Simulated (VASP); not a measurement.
# P: molecular dynamics with a thermostat

P, Imma (no. 74), 8 atoms in the cell. PBE, molecular dynamics; PAW potentials P (PBE set).

Ensemble: Nose-Hoover; Target temperature (K): 600.

## Input

INCAR:
```
ALGO     = Fast           # electronic algorithm
EDIFF    = 1E-6           # SCF threshold, eV
ENCUT    = 260            # plane-wave cutoff, eV
GGA      = PE             # functional
IBRION   = 0              # ionic algorithm
ISIF     = 2              # what is computed and relaxed
ISMEAR   = -1             # smearing method
ISYM     = 0            
KPAR     = 2            
LASPH    = True           # aspherical terms in the spheres
LCHARG   = False          # write CHGCAR
LREAL    = Auto         
LWAVE    = False          # write WAVECAR
MDALGO   = 2            
NELM     = 60             # most SCF steps
NELMIN   = 4            
NSW      = 60             # ionic steps
POTIM    = 2.0            # step
PREC     = Normal         # precision mode
RANDOM_SEED= 6098 0 0     
SIGMA    = 0.05           # smearing width, eV
SMASS    = 0            
TEBEG    = 600           
```

KPOINTS:
```
k-points
0
Gamma
  2 3 3
```

POSCAR:
```
P
1.0
    6.7660401724      0.0000000000      0.0000000000
    0.0000000000      5.0303300746      0.0000000000
    0.0000000000      0.0000000000      3.7178882716
P
8
Direct
    0.0000000000      0.2500000000      0.9466908900
    0.5000000000      0.2500000000      0.9466908900
    0.0000000000      0.7500000000      0.0533091100
    0.5000000000      0.7500000000      0.0533091100
    0.2500000000      0.7500000000      0.4466908900
    0.7500000000      0.7500000000      0.4466908900
    0.2500000000      0.2500000000      0.5533091100
    0.7500000000      0.2500000000      0.5533091100
```

Commands:
```
cat potpaw_PBE.64/P/POTCAR > POTCAR
mpirun -np 2 vasp_std > vasp.out
```

## Result

- Mean temperature (K): 632
- Standard error of the mean temperature (K): 127
- Relative fluctuation of the kinetic energy: 0.543
- Canonical value of that fluctuation: 0.309
- Rise of the mean potential energy above the start (meV/atom): 74.9
- Electronic steps per ionic step after the first: 5.3

Course of the run:

| Time (fs) | Temperature (K) | Potential energy less the first (meV/atom) |
|---|---|---|
| 2 | 603 | 0.0 |
| 12 | 550 | 5.7 |
| 20 | 427 | 21.6 |
| 30 | 305 | 43.8 |
| 38 | 266 | 60.1 |
| 48 | 347 | 76.6 |
| 56 | 660 | 84.6 |
| 66 | 1384 | 100.8 |
| 74 | 1398 | 130.3 |
| 84 | 836 | 140.3 |
| 92 | 520 | 133.8 |
| 102 | 508 | 98.7 |
| 110 | 540 | 67.4 |
| 120 | 434 | 51.1 |

REPORT:
```
MDALGO =   2
               SCALING =       0
                 CNEXP =     9.000   14.000
           RANDOM_SEED =              6098                0                0

   original number of atomic DOF:         21
   number of independent constraints:      0
   number of active DOF:                  21

========================================
         MD step No.       1
========================================

  Atomic velocities initialized by STEP_tb

  >Energies
                    E_tot             E_pot             E_kin               EPS                ES
   e_b>   -0.41976176E+02   -0.42521478E+02    0.54530149E+00    0.00000000E+00    0.00000000E+00

  >Temperature
               T_sim     T_inst
   tmprt>    600.000    602.659

  >Thermostat:
           s(n+1) sdot(n+1)      s(n)   sdot(n)        Qs
   s_b>   0.00006   0.00011   0.00000   0.00000   0.07420

           RANDOM_SEED =              6098               48                0

[... steps left out ...]

========================================
         MD step No.      60
========================================

  >Energies
                    E_tot             E_pot             E_kin               EPS                ES
   e_b>   -0.41977546E+02   -0.42112630E+02    0.39314384E+00    0.85310873E-01   -0.34337020E+00

  >Temperature
               T_sim     T_inst
   tmprt>    600.000    434.497

  >Thermostat:
           s(n+1) sdot(n+1)      s(n)   sdot(n)        Qs
   s_b>  -0.27403   0.04039  -0.31624   0.04403   0.07420

           RANDOM_SEED =              6098               48                0
```

OSZICAR:
```
N       E                     dE             d eps       ncg     rms          rms(c)
DAV:   1     0.927435620361E+02    0.92744E+02   -0.11638E+04   500   0.803E+02
DAV:   2    -0.362213266942E+02   -0.12896E+03   -0.12711E+03   683   0.164E+02
DAV:   3    -0.425264547204E+02   -0.63051E+01   -0.62536E+01   655   0.373E+01
DAV:   4    -0.426361183104E+02   -0.10966E+00   -0.10906E+00   663   0.527E+00
DAV:   5    -0.426380762123E+02   -0.19579E-02   -0.19479E-02   647   0.577E-01    0.149E+01
RMM:   6    -0.425553237501E+02    0.82752E-01   -0.46034E-02   500   0.101E+00    0.893E+00
RMM:   7    -0.425210345823E+02    0.34289E-01   -0.10772E-01   500   0.164E+00    0.216E-01
RMM:   8    -0.425210765008E+02   -0.41918E-04   -0.11931E-02   506   0.645E-01    0.716E-02
RMM:   9    -0.425214033440E+02   -0.32684E-03   -0.26692E-03   532   0.245E-01    0.111E-01
RMM:  10    -0.425214363822E+02   -0.33038E-04   -0.34985E-04   550   0.832E-02    0.136E-01
RMM:  11    -0.425214724375E+02   -0.36055E-04   -0.91314E-05   511   0.563E-02    0.884E-02
RMM:  12    -0.425214775054E+02   -0.50679E-05   -0.29708E-05   526   0.245E-02    0.773E-02
[... left out ...]
     59 T=   460. E= -.41977621E+02 F= -.42098835E+02 E0= -.42092413E+02  EK= 0.41622E+00 SP= -.39E+00 SK= 0.98E-01
[... last step whole ...]
       N       E                     dE             d eps       ncg     rms          rms(c)
DAV:   1    -0.421125767035E+02   -0.13742E-01   -0.30500E-02   893   0.143E+00    0.101E-02
RMM:   2    -0.421126206275E+02   -0.43924E-04   -0.44205E-04   500   0.101E-01    0.441E-03
RMM:   3    -0.421126291665E+02   -0.85389E-05   -0.81285E-05   528   0.384E-02    0.560E-03
RMM:   4    -0.421126302920E+02   -0.11255E-05   -0.11651E-05   421   0.148E-02    0.459E-03
RMM:   5    -0.421126304816E+02   -0.18965E-06   -0.27133E-06   332   0.675E-03
     60 T=   434. E= -.41977546E+02 F= -.42112630E+02 E0= -.42106195E+02  EK= 0.39314E+00 SP= -.34E+00 SK= 0.85E-01
```

Limits: 120 fs of 8 atoms are too short for converged averages; the cell is only 3.7 Å across, so each atom moves in step with near copies of itself.

VASP 6.6.1 took 100 s on 2 cores (AMD EPYC 7R13 (Zen 3)), a shared host.
